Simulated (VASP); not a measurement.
# BeSe (F-43m) in VASP: notebook

One crystal, BeSe, is run at these levels: PBE; tasks: single point.

All numbers are computed with VASP 6.6.1; they aren't measurements. Logs are shortened: lines on timing, memory, paths and dates and some standing lists are left out, and cuts for length are marked.

### 1 Starting point

The structure is cubic, space group F-43m (No. 216). Conventional cell: a = 5.070 Å, b = 5.070 Å, c = 5.070 Å, α = 90.00°, β = 90.00°, γ = 90.00°. Be (site symmetry -43m) has 4 Se at 2.20 Å as nearest neighbours. Se (site symmetry -43m) has 4 Be at 2.20 Å as nearest neighbours.

### 2 Single point, PBE

The input, INCAR:

```
SYSTEM = BeSe
ALGO = Fast
EDIFF = 1E-6
ENCUT = 520
GGA = PE
ISIF = 2
ISMEAR = 0
LASPH = .TRUE.
LCHARG = .TRUE.
LELF = .TRUE.
LREAL = .FALSE.
LVHAR = .TRUE.
LWAVE = .FALSE.
NBANDS = 11
NELM = 100
PREC = Accurate
SIGMA = 0.05
```

The input, KPOINTS:

```
k-points
0
G
  8 8 8
  0 0 0
```

The input, POSCAR:

```
BeSe
1.0
    0.0000000000      2.5350000000      2.5350000000
    2.5350000000      0.0000000000      2.5350000000
    2.5350000000      2.5350000000      0.0000000000
Be Se
1 1
Direct
    0.0000000000      0.0000000000      0.0000000000
    0.7500000000      0.7500000000      0.7500000000
```

Potentials or basis: VASP PAW PBE potentials, release 64 (Be, Se).

On the command line:

```
cat potpaw_PBE.64/Be/POTCAR potpaw_PBE.64/Se/POTCAR > POTCAR
mpirun -np 1 vasp_std > vasp.out
```

OUTCAR:

```text
SYSTEM = BeSe
   EDIFF = 1E-6
   ENCUT = 520
   GGA = PE
   ISIF = 2
   ISMEAR = 0
   LASPH = .TRUE.
   LREAL = .FALSE.
   NELM = 100
   PREC = Accurate

 ion  position               nearest neighbor table
   1  0.000  0.000  0.000-   2 2.20   2 2.20   2 2.20   2 2.20
   2  0.750  0.750  0.750-   1 2.20   1 2.20   1 2.20   1 2.20

  LATTYP: Found a face centered cubic cell.
 ALAT       =     5.0700000000

  Lattice vectors:

 A1 = (   0.0000000000,   2.5350000000,   2.5350000000)
 A2 = (   2.5350000000,   0.0000000000,   2.5350000000)
 A3 = (   2.5350000000,   2.5350000000,   0.0000000000)

Analysis of symmetry for initial positions (statically):
=====================================================================
 Subroutine PRICEL returns:
 Original cell was already a primitive cell.

 Routine SETGRP: Setting up the symmetry group for a
 face centered cubic supercell.

 Subroutine GETGRP returns: Found 24 space group operations
 (whereof 24 operations were pure point group operations)
 out of a pool of 48 trial point group operations.

The static configuration has the point symmetry T_d .

Analysis of symmetry for dynamics (positions and initial velocities):
=====================================================================
 Subroutine PRICEL returns:
 Original cell was already a primitive cell.

 Routine SETGRP: Setting up the symmetry group for a
 face centered cubic supercell.

 Subroutine GETGRP returns: Found 24 space group operations
 (whereof 24 operations were pure point group operations)
 out of a pool of 48 trial point group operations.

The dynamic configuration has the point symmetry T_d .

 Subroutine INISYM returns: Found 24 space group operations
 (whereof 24 operations are pure point group operations),
 and found     1 'primitive' translations

----------------------------------------------------------------------------------------

                                     Primitive cell

  volume of cell :      32.5810

  direct lattice vectors                    reciprocal lattice vectors
     0.000000000  2.535000000  2.535000000    -0.197238659  0.197238659  0.197238659
     2.535000000  0.000000000  2.535000000     0.197238659 -0.197238659  0.197238659
     2.535000000  2.535000000  0.000000000     0.197238659  0.197238659 -0.197238659

  length of vectors
     3.585031381  3.585031381  3.585031381     0.341627378  0.341627378  0.341627378

  position of ions in fractional coordinates (direct lattice)
     0.000000000  0.000000000  0.000000000
     0.750000000  0.750000000  0.750000000

  ion indices of the primitive-cell ions
   primitive index   ion index
                 1           1
                 2           2

----------------------------------------------------------------------------------------

 KPOINTS: k-points

Automatic generation of k-mesh.
 Grid dimensions read from file:
 generate k-points for:    8    8    8

 Generating k-lattice:

  Cartesian coordinates                     Fractional coordinates (reciprocal lattice)
    -0.024654832  0.024654832  0.024654832     0.125000000  0.000000000  0.000000000
     0.024654832 -0.024654832  0.024654832     0.000000000  0.125000000  0.000000000
     0.024654832  0.024654832 -0.024654832     0.000000000  0.000000000  0.125000000

  Length of vectors
     0.042703422  0.042703422  0.042703422

  Shift w.r.t. Gamma in fractional coordinates (k-lattice)
     0.000000000  0.000000000  0.000000000

 Subroutine IBZKPT returns following result:
 ===========================================

 Found     29 irreducible k-points:

 Following reciprocal coordinates:
            Coordinates               Weight
  0.000000  0.000000  0.000000      1.000000
  0.125000  0.000000  0.000000      8.000000
  0.250000  0.000000  0.000000      8.000000
  0.375000  0.000000  0.000000      8.000000
  0.500000  0.000000  0.000000      4.000000
  0.125000  0.125000  0.000000      6.000000
[... 16 lines left out ...]
  0.500000  0.250000  0.125000     48.000000
 -0.375000  0.250000  0.125000     24.000000
 [... further k-points ...]
   k-points           NKPTS =     29   k-points in BZ     NKDIM =     29   number of bands    NBANDS=     11
   number of dos      NEDOS =    301   number of ions     NIONS =      2
   total plane-waves  NPLWV =  21952
   dimension x,y,z NGX =    28 NGY =   28 NGZ =   28
   dimension x,y,z NGXF=    56 NGYF=   56 NGZF=   56
   ions per type =               1   1
   NGX,Y,Z   is equivalent  to a cutoff of  12.98, 12.98, 12.98 a.u.
   NGXF,Y,Z  is equivalent  to a cutoff of  25.97, 25.97, 25.97 a.u.
 SYSTEM =  BeSe
   PREC   = accura    normal or accurate (medium, high low for compatibility)
   ISTART =      0    job   : 0-new  1-cont  2-samecut
   ICHARG =      2    charge: 1-file 2-atom 10-const
   ISPIN  =      1    spin polarized calculation?
   LNONCOLLINEAR =      F non collinear calculations
   LSORBIT =      F    spin-orbit coupling
   LASPH  =      T    aspherical Exc in radial PAW
   ENCUT  =  520.0 eV  38.22 Ry    6.18 a.u.   6.67  6.67  6.67*2*pi/ulx,y,z
   NELM   =    100;   NELMIN=  2; NELMDL= -5     # of ELM steps
   EDIFF  = 0.1E-05   stopping-criterion for ELM
   LREAL  =      F    real-space projection
   EDIFFG = 0.1E-04   stopping-criterion for IOM
   NSW    =      0    number of steps for IOM
   IBRION =     -1    ionic relax: 0-MD 1-quasi-New 2-CG
   NFREE  =      0    steps in history (QN), initial steepest desc. (CG)
   ISIF   =      2    stress and relaxation
   ISYM   =      2    0-nonsym 1-usesym 2-fastsym
   POTIM  = 0.5000    time-step for ionic-motion
   TEBEG  =    0.0;   TEEND  =   0.0 temperature during run
   PSTRESS=    0.0 pullay stress
   NELECT =       8.0000    total number of electrons
   NUPDOWN=      -1.0000    fix difference up-down
   EMIN   =  10.00;   EMAX   =-10.00  energy-range for DOS
   EFERMI =   0.00;   METHOD = LEGACY
   ISMEAR =     0;   SIGMA  =   0.05  broadening in eV -4-tet -1-fermi 0-gaus
   EFERMI_NEDOS =   21; number of points for ismear=-14 and -15
   IALGO  =     68    algorithm
   IMIX   =      4    mixing-type and parameters
     AMIX     =   0.40;   BMIX     =  1.00
     AMIX_MAG =   1.60;   BMIX_MAG =  1.00
  volume/ion in A,a.u.               =      16.29       109.93
  Fermi-wavevector in a.u.,A,eV,Ry     =   1.025141  1.937235 14.298549  1.050914
  Thomas-Fermi vector in A             =   2.158965
   LORBIT       =      0    0 simple, 1 ext, 2 COOP (PROOUT), +10 PAW based schemes
   GGA     = PE    functional components
   LHFCALC =     F    Hartree Fock is set to
   AEXX    =    0.0000 exact exchange contribution
   IVDW    =     0    specifies the selected vdW correction
   LEPSILON=     F    determine dielectric tensor
   LRPA    =     F    only Hartree local field effects (RPA)
 non-spin polarized calculation
 RMM-DIIS sequential band-by-band and
 Gauss-broadening in eV      SIGMA  =   0.05
  energy-cutoff  :      520.00
  volume of cell :       32.58
 maximum number of plane-waves:       893
   NGX = 13   NGY = 13   NGZ = 13

 number of electron       8.0000001 magnetization

 Free energy of the ion-electron system (eV)
  ---------------------------------------------------
  ext. energy  EPLUGINS =         0.00000000
  ---------------------------------------------------
  free energy    TOTEN  =        -8.82270553 eV

  energy without entropy =       -8.82270553  energy(sigma->0) =       -8.82270553

 E-fermi :   4.0507     XC(G=0):  -9.6087

 val. band max:        3.7825172825   @ k =   0.0000   0.0000   0.0000
 cond. band min:       6.3047015374   @ k =   0.5000   0.5000   0.0000
 fundamental gap:      2.5221842549
 Fermi energy:         4.0507134407

 k-point     1 :       0.0000    0.0000    0.0000
  band No.  band energies     occupation
      1     -10.3079      2.00000
      2       3.7825      2.00000
      3       3.7825      2.00000
      4       3.7825      2.00000
      5       8.4766      0.00000
      6       8.7809      0.00000
      7       8.7809      0.00000
      8       8.7809      0.00000
      9      16.0455      0.00000
     10      16.4232      0.00000
     11      16.4232      0.00000

 k-point     2 :       0.1250    0.0000    0.0000
  band No.  band energies     occupation
      1     -10.1440      2.00000
      2       2.4149      2.00000
      3       3.5554      2.00000
      4       3.5554      2.00000
      5       8.5006      0.00000
      6       9.1511      0.00000
      7       9.1511      0.00000
      8      10.1559      0.00000
      9      15.4504      0.00000
     10      15.4504      0.00000
     11      16.1692      0.00000

 k-point     3 :       0.2500    0.0000    0.0000
  band No.  band energies     occupation
      1      -9.6957      2.00000
      2       0.2255      2.00000
      3       3.1141      2.00000
      4       3.1141      2.00000
      5       8.4020      0.00000
      6       9.7175      0.00000
      7       9.7175      0.00000
      8      12.4190      0.00000
      9      15.1320      0.00000
     10      15.1320      0.00000
     11      15.9987      0.00000
[... 267 lines left out ...]
 k-point    23 :       0.5000    0.2500    0.1250
  band No.  band energies     occupation
      1      -8.8400      2.00000
      2      -1.1651      2.00000
      3       0.8842      2.00000
      4       2.0432      2.00000
      5       9.0994      0.00000
      6       9.9188      0.00000
      7      11.5074      0.00000
      8      12.4741      0.00000
      9      15.9856      0.00000
     10      16.8554      0.00000
     11      19.4366      0.00000

 k-point    24 :      -0.3750    0.2500    0.1250
  band No.  band energies     occupation
      1      -8.5983      2.00000
      2      -1.6948      2.00000
      3       0.7752      2.00000
      4       1.7913      2.00000
      5       9.2711      0.00000
      6       9.5992      0.00000
      7      12.3105      0.00000
      8      13.6786      0.00000
      9      14.3048      0.00000
     10      18.5636      0.00000
     11      18.7521      0.00000

 [... further k-points ...]

------------------------ aborting loop because EDIFF is reached ----------------------------------------

  FORCE on cell =-STRESS in cart. coord.  units (eV):
  Direction    XX          YY          ZZ          XY          YZ          ZX
  --------------------------------------------------------------------------------------
  -------------------------------------------------------------------------------------
  Total        1.1360087      1.1360087      1.1360087     -0.0000000      0.0000000     -0.0000000
  in kB       55.8635268     55.8635268     55.8635268     -0.0000000      0.0000000     -0.0000000
  external PRESSURE =      55.8635268 kB  Pullay stress =       0.0000000 kB

 VOLUME and BASIS-vectors are now :
 -----------------------------------------------------------------------------
  energy-cutoff  :      520.00
  volume of cell :       32.58
      direct lattice vectors                 reciprocal lattice vectors
     0.000000000  2.535000000  2.535000000    -0.197238659  0.197238659  0.197238659
     2.535000000  0.000000000  2.535000000     0.197238659 -0.197238659  0.197238659
     2.535000000  2.535000000  0.000000000     0.197238659  0.197238659 -0.197238659

 POSITION                                       TOTAL-FORCE (eV/Angst)
 -----------------------------------------------------------------------------------
      0.00000      0.00000      0.00000        -0.000000     -0.000000     -0.000000
      3.80250      3.80250      3.80250         0.000000      0.000000      0.000000
 -----------------------------------------------------------------------------------
    total drift:                               -0.000000     -0.000000     -0.000000

  FREE ENERGIE OF THE ION-ELECTRON SYSTEM (eV)
  ---------------------------------------------------
  free  energy   TOTEN  =        -8.8227055271 eV

  energy  without entropy=       -8.8227055271  energy(sigma->0) =       -8.82270553
```

Wall time 8.6 s (1 thread of Intel Xeon 6975P-C (Granite Rapids), shared host); peak memory 0.14 GiB.

Results:

- Free energy: -8.8227 eV
- Pressure: 5.6 GPa
- Band gap on the k mesh: 2.52 eV, indirect (least direct gap 4.69 eV)

Levels at points of the mesh, in eV from the valence-band top:
```tsv
k point	band 1	band 2	band 3	band 4	band 5	band 6	band 7	band 8
(0.00, 0.00, 0.00)	-14.09	0.00	0.00	0.00	4.69	5.00	5.00	5.00
(0.50, 0.00, 0.00)	-12.63	-6.00	-1.14	-1.14	4.49	5.97	5.97	10.12
(0.50, 0.50, 0.00)	-12.13	-5.31	-2.82	-2.82	2.52	4.17	12.07	12.07
```

### 3 Single point, PBE

The input, INCAR:

```
SYSTEM = BeSe
PREC = Accurate ; ENCUT = 520
EDIFF = 1E-6 ; ISMEAR = 0
SIGMA = 0.05 ; LREAL = .False.
LASPH = .True. ; NELM = 80
ALGO = Normal ; ISIF = 2
LWAVE = .False. ; LCHARG = .False.
GGA = PE ; NBANDS = 11
```

The input, KPOINTS:

```
Automatic mesh
0
Gamma
  8 8 8
  0 0 0
```

POSCAR is that of step 2.

Potentials or basis: VASP PAW PBE potentials, release 64 (Be, Se).

On the command line:

```
cat potpaw_PBE.64/Be/POTCAR potpaw_PBE.64/Se/POTCAR > POTCAR
mpirun -np 1 vasp_std > vasp.out
```

OUTCAR:

```text
SYSTEM = BeSe
   PREC = Accurate
   ENCUT = 520
   EDIFF = 1E-6
   ISMEAR = 0
   LREAL = .False.
   LASPH = .True.
   NELM = 80
   ISIF = 2
   GGA = PE

 ion  position               nearest neighbor table
   1  0.000  0.000  0.000-   2 2.20   2 2.20   2 2.20   2 2.20
   2  0.750  0.750  0.750-   1 2.20   1 2.20   1 2.20   1 2.20

  LATTYP: Found a face centered cubic cell.
 ALAT       =     5.0700000000

  Lattice vectors:

 A1 = (   0.0000000000,   2.5350000000,   2.5350000000)
[... 522 lines left out ...]

------------------------ aborting loop because EDIFF is reached ----------------------------------------

  FORCE on cell =-STRESS in cart. coord.  units (eV):
  Direction    XX          YY          ZZ          XY          YZ          ZX
  --------------------------------------------------------------------------------------
  -------------------------------------------------------------------------------------
  Total        1.1383489      1.1383489      1.1383489      0.0000000     -0.0000000     -0.0000000
  in kB       55.9786090     55.9786090     55.9786090      0.0000000     -0.0000000     -0.0000000
  external PRESSURE =      55.9786090 kB  Pullay stress =       0.0000000 kB

 VOLUME and BASIS-vectors are now :
 -----------------------------------------------------------------------------
  energy-cutoff  :      520.00
  volume of cell :       32.58
      direct lattice vectors                 reciprocal lattice vectors
     0.000000000  2.535000000  2.535000000    -0.197238659  0.197238659  0.197238659
     2.535000000  0.000000000  2.535000000     0.197238659 -0.197238659  0.197238659
     2.535000000  2.535000000  0.000000000     0.197238659  0.197238659 -0.197238659

 POSITION                                       TOTAL-FORCE (eV/Angst)
 -----------------------------------------------------------------------------------
      0.00000      0.00000      0.00000        -0.000000     -0.000000     -0.000000
      3.80250      3.80250      3.80250         0.000000      0.000000      0.000000
 -----------------------------------------------------------------------------------
    total drift:                               -0.000000     -0.000000     -0.000000

  FREE ENERGIE OF THE ION-ELECTRON SYSTEM (eV)
  ---------------------------------------------------
  free  energy   TOTEN  =        -8.8227054914 eV

  energy  without entropy=       -8.8227054914  energy(sigma->0) =       -8.82270549
```

Run time: 8.5 s. Hardware: 1 thread of Intel Xeon 6975P-C (Granite Rapids), shared host; peak memory 0.15 GiB.

What came out:

```
Free energy            : -8.8227 eV
Pressure               : 5.6 GPa
Band gap on the k mesh : 2.52 eV, indirect (least direct gap 4.69 eV)
```

Levels at points of the mesh, in eV from the valence-band top:
```tsv
k point	band 2	band 3	band 4	band 5	band 6	band 7
(0.00, 0.00, 0.00)	0.00	0.00	0.00	4.69	5.00	5.00
(0.50, 0.00, 0.00)	-6.00	-1.14	-1.14	4.49	5.97	5.97
(0.50, 0.50, 0.00)	-5.31	-2.82	-2.82	2.52	4.17	12.07
```
